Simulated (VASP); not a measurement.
Write the native input for VASP 6.6.1 that does the following.

| Item | Value |
| --- | --- |
| Task | single point |
| Functional | PBE |
| Potentials or basis | VASP PAW PBE potentials, release 64 (Hf_pv, C) |
| Cutoff | 520 eV |
| k mesh | 6 × 6 × 6 |
| Occupations | gaussian, width 0.05 eV |
| Spin | no spin polarisation |
| Dipole correction | no |
| Further INCAR settings | ALGO = Fast; EDIFF = 1e-06; NBANDS = 14 |

The structure of HfC lies in POSCAR:

```
HfC
1.0
    2.8007261558      0.0000000000      0.0000000000
    0.0000000000      2.8007261558      0.0000000000
    0.0000000000      0.0000000000      2.8007261558
Hf C
1 1
Direct
    0.0000000000      0.0000000000      0.0000000000
    0.5000000000      0.5000000000      0.5000000000
```

The cell comes from a database or a generator and needn't be the stable form of this composition.

The input as run:

INCAR

```
ALGO = Fast ; EDIFF = 1E-6
ENCUT = 520 ; GGA = PE
ISIF = 2 ; ISMEAR = 0
LASPH = True ; LCHARG = False
LREAL = False ; LWAVE = False
NBANDS = 14 ; NELM = 80
PREC = Accurate ; SIGMA = 0.05
```

KPOINTS

```
k-points
0
Gamma
  6 6 6
```

Potentials or basis: VASP PAW PBE potentials, release 64 (Hf_pv, C).

Launch:

```console
$ cat potpaw_PBE.64/Hf_pv/POTCAR potpaw_PBE.64/C/POTCAR > POTCAR
$ mpirun -np 1 vasp_std > vasp.out
```

Results of the run:

```yaml
Pressure: 24.4 GPa
Band_gap_on_the_k_mesh: none (metal or under the smearing width)
```

Caveat: the k mesh is coarse (spacing up to 0.37 Å⁻¹), so the values aren't converged; so large a pressure means that the cell lies far from this level's equilibrium, or that cutoff or potentials fall short.

It used 4.6 s of CPU time on 1 thread of Intel(R) Xeon(R) Platinum 8488C (Sapphire Rapids), with other jobs on the host, which was overloaded at the time.
